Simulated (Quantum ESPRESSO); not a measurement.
The system is Rh.

```
Rh
1.0
     0.00000    1.89785    1.89785
     1.89785    0.00000    1.89785
     1.89785    1.89785    0.00000
Rh
1
Direct
  0.00000 0.00000 0.00000
```

| Quantity | Value |
| --- | --- |
| Program | Quantum ESPRESSO 7.5 |
| Task | phonon dispersion |
| Functional | LDA |
| Potentials or basis | GBRV 1.5 LDA |
| Cutoff | 612 eV |
| Density cutoff | 4898 eV |
| k mesh | 10 × 10 × 10 |
| Occupations | cold, width 0.2 eV |
| Spin | no spin polarisation |
| Form of the LDA correlation | PZ81 |
| Mixing beta | 0.5 |
| Most SCF iterations | 120 |
| SCF threshold | 2e-10 Ry |
| q mesh | 2 × 2 × 2 |

The cell and the atoms were relaxed first, to 13.27 Å³/atom (a = 2.657 Å, b = 2.657 Å, c = 2.657 Å, α = 60.00°, β = 60.00°, γ = 60.00°), and the response was taken there.

Is this structure dynamically stable at this level, and how far does the spectrum reach?

Yes, as far as this q mesh shows: no mode on the path is imaginary. The highest frequency is 264 cm⁻¹.

Phonon frequencies at the corners of the path (cm⁻¹, interpolated; i marks imaginary ones):
```csv
point,frequencies
Γ,0 0 0
X,190 190 248
W,195 225 225
K,180 219 236
L,152 152 264
U,180 219 236
```

Harmonic thermodynamics per atom at this volume (zero-point energy 34.3 meV, Debye temperature from the second moment 353 K):
| T (K) | free energy (meV) | entropy (k_B) | heat capacity Cv (k_B) |
| --- | --- | --- | --- |
| 50 | 34.2 | 0.17 | 0.53 |
| 100 | 31.9 | 0.94 | 1.73 |
| 200 | 16.8 | 2.47 | 2.58 |
| 298.15 | -8.9 | 3.55 | 2.80 |
| 500 | -84.6 | 5.04 | 2.93 |
| 800 | -234.2 | 6.43 | 2.97 |

Phonon states per cell in windows of 20 cm⁻¹ (negative: imaginary):
```
from (cm⁻¹)  total
          0   0.00
         20   0.00
         40   0.01
         60   0.03
         80   0.06
        100   0.11
        120   0.19
        140   0.40
        160   0.57
        180   0.51
        200   0.34
        220   0.44
        240   0.33
        260   0.01
```

A q mesh this small can miss soft modes between its points.

Caveat: the mesh is thin for the phonons of a metal; the q mesh is small, so phonon branches between its points and thermal values are rough.
